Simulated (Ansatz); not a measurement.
**Bi2Se3: random displacements**

Theory: DFT LDA, scalar-relativistic, plane waves, PAW in Ansatz 0.2.0. Settings: plane waves to 420 eV, k-mesh 12×12×12 (Γ-centred), Gaussian smearing 0.03 eV. Spin–orbit coupling is left out, which matters for the heavy elements here. No spin polarisation. Energies are free energies at this smearing, counted from the undisturbed cell; pressure is positive in compression.

The undisturbed cell (as given, not relaxed at this level):

```
CELL_PARAMETERS angstrom
2.07150 1.19598 9.54533
-2.07150 1.19598 9.54533
0.00000 -2.39196 9.54533
ATOMIC_POSITIONS crystal
Bi 0.40080 0.40080 0.40080
Bi 0.59920 0.59920 0.59920
Se 0.00000 0.00000 0.00000
Se 0.21170 0.21170 0.21170
Se 0.78830 0.78830 0.78830
```

The atoms are displaced (Å, in the unstrained cell):

| atom | ux | uy | uz |
| --- | --- | --- | --- |
| Bi1 | 0.025 | -0.006 | -0.004 |
| Bi2 | -0.009 | -0.014 | 0.051 |
| Se3 | -0.008 | -0.054 | -0.013 |
| Se4 | 0.017 | 0.031 | -0.012 |
| Se5 | -0.026 | 0.044 | -0.021 |

Strain (Voigt, engineering shear): (-0.0009, 0.0258, 0.0056, -0.0083, 0.0245, -0.0037).

(1) What are the energy change, the stress and the forces?

Results:

(1) ΔE = 23.6 meV/atom; stress (xx, yy, zz, yz, xz, xy; compression positive) (-2.74, -4.37, -3.22, -0.23, -0.89, 0.51) GPa; gap on the mesh 0.20 eV.
```csv
atom,Fx (eV/Å),Fy,Fz
Bi1,-0.06,0.09,-0.03
Bi2,0.03,0.05,-0.45
Se3,0.02,0.23,0.08
Se4,0.06,-0.15,0.52
Se5,-0.04,-0.23,-0.13
```

Cost: 1 run of about 6.5 core-minutes, on Intel Xeon 6975P-C (Granite Rapids) (shared hosts).